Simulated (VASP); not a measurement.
This VASP 6.6.1 run on Mg needs a look.

File INCAR:

```
SYSTEM = Mg
PREC = Accurate ; ENCUT = 520
EDIFF = 1E-7 ; ISMEAR = -1
SIGMA = 0.05 ; LREAL = .False.
LASPH = .True. ; NELM = 82
ALGO = Normal ; ISIF = 2
LWAVE = .False. ; LCHARG = .False.
METAGGA = SCAN ; LHFCALC = .True.
AEXX = 0.25 ; LMIXTAU = .True.
PRECFOCK = Normal ; HFRCUT = -1
ISPIN = 2 ; NUPDOWN = 40
```

The input KPOINTS:

```
Automatic mesh
0
Gamma
  6 6 6
  0 0 0
```

POSCAR

```
Mg
1.0
   -1.8359916300      1.8359916300      1.6794040200
    1.8359916300     -1.8359916300      1.6794040200
    1.8359916300      1.8359916300     -1.6794040200
Mg
1
Direct
    0.0000000000      0.0000000000      0.0000000000
```

Contents of KPOINTS_OPT:

```
path GXMGZPNZ1M,XP
8
line-mode
reciprocal
 0.0000000000  0.0000000000  0.0000000000  G
 0.0000000000  0.0000000000  0.5000000000  X

 0.0000000000  0.0000000000  0.5000000000  X
-0.5000000000  0.5000000000  0.5000000000  M

-0.5000000000  0.5000000000  0.5000000000  M
 0.0000000000  0.0000000000  0.0000000000  G

 0.0000000000  0.0000000000  0.0000000000  G
 0.4591746214  0.4591746214 -0.4591746214  Z

 0.4591746214  0.4591746214 -0.4591746214  Z
 0.2500000000  0.2500000000  0.2500000000  P

 0.2500000000  0.2500000000  0.2500000000  P
 0.0000000000  0.5000000000  0.0000000000  N

 0.0000000000  0.5000000000  0.0000000000  N
-0.4591746214  0.5408253786  0.4591746214  Z1

-0.4591746214  0.5408253786  0.4591746214  Z1
-0.5000000000  0.5000000000  0.5000000000  M

 0.0000000000  0.0000000000  0.5000000000  X
 0.2500000000  0.2500000000  0.2500000000  P
```

Potentials or basis: VASP PAW PBE potentials, release 64 (Mg_pv).

Command:

```console
$ cat potpaw_PBE.64/Mg_pv/POTCAR > POTCAR
$ mpirun -np 1 vasp_std > vasp.out
```

OUTCAR:

```text
SYSTEM = Mg
   PREC = Accurate
   ENCUT = 520
   EDIFF = 1E-7
   ISMEAR = -1
   LREAL = .False.
   LASPH = .True.
   NELM = 82
   ISIF = 2
   METAGGA = SCAN
   LHFCALC = .True.
   AEXX = 0.25
   PRECFOCK = Normal
   ISPIN = 2
   NUPDOWN = 40

 ion  position               nearest neighbor table
   1  0.000  0.000  0.000-

  LATTYP: Found a body centered tetragonal cell.
 ALAT       =     3.6719832600
 C/A-ratio  =     0.9147122419

  Lattice vectors:

 A1 = (  -1.8359916300,   1.8359916300,   1.6794040200)
 A2 = (   1.8359916300,  -1.8359916300,   1.6794040200)
[... 141 lines left out ...]
   LREAL  =      F    real-space projection
   EDIFFG = 0.1E-05   stopping-criterion for IOM
   NSW    =      0    number of steps for IOM
   IBRION =     -1    ionic relax: 0-MD 1-quasi-New 2-CG
   NFREE  =      0    steps in history (QN), initial steepest desc. (CG)
   ISIF   =      2    stress and relaxation
   ISYM   =      3    0-nonsym 1-usesym 2-fastsym
   POTIM  = 0.5000    time-step for ionic-motion
   TEBEG  =    0.0;   TEEND  =   0.0 temperature during run
   PSTRESS=    0.0 pullay stress
   NELECT =       8.0000    total number of electrons
   NUPDOWN=      40.0000    fix difference up-down
   EMIN   =  10.00;   EMAX   =-10.00  energy-range for DOS
   EFERMI =   0.00;   METHOD = LEGACY
   ISMEAR =    -1;   SIGMA  =   0.05  broadening in eV -4-tet -1-fermi 0-gaus
   EFERMI_NEDOS =   21; number of points for ismear=-14 and -15
   IALGO  =     38    algorithm
   IMIX   =      1    mixing-type and parameters
     AMIX     =   0.40;   BMIX     =  1.00
     AMIX_MAG =   1.60;   BMIX_MAG =  1.00
  volume/ion in A,a.u.               =      22.64       152.81
  Fermi-wavevector in a.u.,A,eV,Ry     =   1.157318  2.187014 18.223433  1.339385
  Thomas-Fermi vector in A             =   2.293930
   LORBIT       =      0    0 simple, 1 ext, 2 COOP (PROOUT), +10 PAW based schemes
   METAGGA = SCAN    functional components
   LHFCALC =     T    Hartree Fock is set to
   PRECFOCK=normal    Normal, Fast or Accurate (Low or Medium for compatibility)
   ENCUT4O =  -1.0   cutoff for four orbital integrals eV
   NKREDX  =     1    reduce k-point grid by
   NKREDY  =     1    reduce k-point grid by
   NKREDZ  =     1    reduce k-point grid by
   AEXX    =    0.2500 exact exchange contribution
   HFSCREEN=    0.0000 screening length (either q_TF or 0.3 A-1)
   HFSCREENC=   0.0000 screening length for correlation (either q_TF or 0.3 A-1)
   ENCUTFOCK=  -1.0 apply spherical cutoff to Coloumb kernel
   IVDW    =     0    specifies the selected vdW correction
   LEPSILON=     F    determine dielectric tensor
   LRPA    =     F    only Hartree local field effects (RPA)
 spin polarized calculation
  energy-cutoff  :      520.00
  volume of cell :       22.64
 maximum number of plane-waves:       624
  NGX = 18; NGY = 18; NGZ = 18
```

On the terminal:

```text
POSCAR found type information on POSCAR Mg
 POSCAR found :  1 types and       1 ions
[... 34 lines left out ...]
 WAVECAR not read
 entering main loop
```

**Question.** How did it end, and where is the flaw?

**Answer.** The calculation hadn't finished when its time ran out. The input holds a flaw that was put in on purpose: moment fixed beyond the electrons at hand (ISPIN = 2; NUPDOWN = 40).
